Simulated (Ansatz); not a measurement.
# TiC: the change of pressure with volume per atom

Results calculated with Ansatz 0.2.0, not measured. Periodic Kohn-Sham DFT of a crystal at fixed atoms; pressure and stress are positive in compression; the energy is the free energy less that of spherical unpolarised free atoms; site moments are those in the method's own spheres, positive along +z.

Cell of the first row (space group Fm-3m, No. 225):
```
cell vectors (Å)
   0.0000     2.1198     2.1198
   2.1198     0.0000     2.1198
   2.1198     2.1198     0.0000
atoms (fractions of the cell vectors)
Ti  0.00000  0.00000  0.00000
C   0.50000  0.50000  0.50000
```

Settings of every row: method all-electron PAW; functional PBE; relativity scalar; k mesh 16x16x16; filling fermi-dirac; smearing width 0.03 eV; nucleus gaussian.

Atom start moment: 0 on all atoms.

| row | volume per atom (Å³) | pressure (GPa) |
| --- | --- | --- |
| 1 | 9.526 | 18.616 |
| 2 | 9.531 | 18.445 |
| 3 | 9.728 | 12.086 |
| 4 | 9.931 | 6.181 |
| 5 | 10.032 | 3.442 |
| 6 | 10.134 | 0.838 |
| 7 | 10.235 | -1.639 |
| 8 | 10.336 | ? |
| 9 | 10.539 | -8.368 |
| 10 | 10.742 | -12.322 |

Question: what pressure should row 8 give?

Worked fit of pressure. Take u = (V_r/V)^(2/3) − 1 with V_r = 10.032 Å³ an atom, which is twice the finite (Eulerian) strain; such expansions in the strain, on which the Birch-Murnaghan equation of state is built, carry the rest volume and the bulk modulus. The shown rows have u = 0.03511, 0.03474, 0.02073, 0.00677, 0, -0.00672, -0.01327, -0.03233, -0.04456. Least squares give pressure = 3.4509 + 397.376 × u + 978.48 × u² GPa; a straight line predicts inner rows, each left out in turn, worse (root mean square 0.67 against 0.016 GPa). The rows lie off it by 0.007, 0.008, -0.023, -0.005, -0.009, 0.013, 0.011, 0.006, -0.009 (root mean square 0.011 GPa). The pressure vanishes at u = -0.0089, or V = 10.17 Å³ an atom, and there the bulk modulus at fixed shape and fractions is B = −V dP/dV = (2/3)(1 + u) dP/du = 251 GPa. The withheld row has u = -0.01971, so the fit gives 3.4509 + 397.376 × (-0.01971) + 978.48 × (-0.01971)² = -4.001 GPa.

The calculation gave -3.995 GPa. The fit lies 0.006 GPa (0.019 % of the column's range) below it; its largest miss of a shown row is 0.023 GPa.
